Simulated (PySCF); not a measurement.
Methyl methacrylate, C₅H₈O₂.
Cartesian coordinates in Å at the PBE0-D3(BJ)/def2-SVP level; atoms count from 1:
```xyz
15
C5H8O2 angstrom
C     -2.0778    1.1247   -0.1560
C     -1.1785    0.1395   -0.0434
C     -1.5170   -1.3182   -0.0441
C      0.2537    0.5479    0.0931
O      0.6540    1.6840    0.0939
O      1.0504   -0.5262    0.2152
C      2.4434   -0.3108    0.3503
H     -3.1450    0.9121   -0.2578
H     -1.7483    2.1663   -0.1484
H     -2.5992   -1.4693   -0.1563
H     -0.9996   -1.8428   -0.8621
H     -1.1868   -1.7997    0.8891
H      2.7684   -0.7097    1.3223
H      2.9584   -0.8567   -0.4531
H      2.6722    0.7613    0.2885
```

The calculation used core-valence-separated Tamm–Dancoff BHandHLYP/aug-pcX-1 (pcseg-1 on H) in PySCF, non-relativistic, gas phase, PBE0-D3(BJ)/def2-SVP geometry. No empirical shift is added; at this level the pattern usually sits a few eV under experiment.

The lowest roots of each edge with f over 0.003 (five at most, numbered afresh; weaker and dark ones are left out), with transition dipoles (au) in the frame of the coordinates:

```tsv
root	edge	E (eV)	μx	μy	μz
1	C	281.94	0.0092	-0.0021	-0.0929
2	C	282.70	-0.0083	0.0018	0.0825
3	C	284.98	-0.0111	0.0037	0.1052
4	C	285.63	-0.0120	-0.0304	-0.0007
5	C	286.12	-0.0410	0.0080	-0.0043
6	O	529.22	-0.0058	0.0020	0.0544
7	O	532.46	-0.0039	0.0014	0.0369
8	O	534.04	0.0024	-0.0006	-0.0206
9	O	534.69	-0.0379	-0.0102	-0.0034
10	O	534.96	-0.0200	-0.0047	-0.0019
```

Q: What are the oscillator strengths?

A: f = (2/3) ΔE |μ|², with ΔE in hartree (27.2114 eV):

```csv
root,ΔE (Eh),|μ|² (au),f,core hole on
1,10.3609,0.008719,0.060,C1
2,10.3892,0.006878,0.048,C2
3,10.4728,0.011204,0.078,C4
4,10.4969,0.001069,0.007,C3
5,10.5147,0.001763,0.012,C1
6,19.4484,0.002997,0.039,O5
7,19.5677,0.001379,0.018,O6
8,19.6258,0.000430,0.006,O5
9,19.6496,0.001552,0.020,O6
10,19.6592,0.000426,0.006,O6
```

Q: Molecules are fixed in this frame and the field points along y. What effective strengths 3 f cos²θ do the roots have (θ between field and μ)?

A: root 1 (C1): 0.000, root 2 (C2): 0.000, root 3 (C4): 0.000, root 4 (C3): 0.019, root 5 (C1): 0.001, root 6 (O5): 0.000, root 7 (O6): 0.000, root 8 (O5): 0.000, root 9 (O6): 0.004, root 10 (O6): 0.001. Root 4 is the strongest. Averaged over all orientations cos²θ is 1/3, which gives f back.

Cost: about 70 s of CPU time on one thread; the machine was shared, so the figure is rough.

One conformer stands for the species.
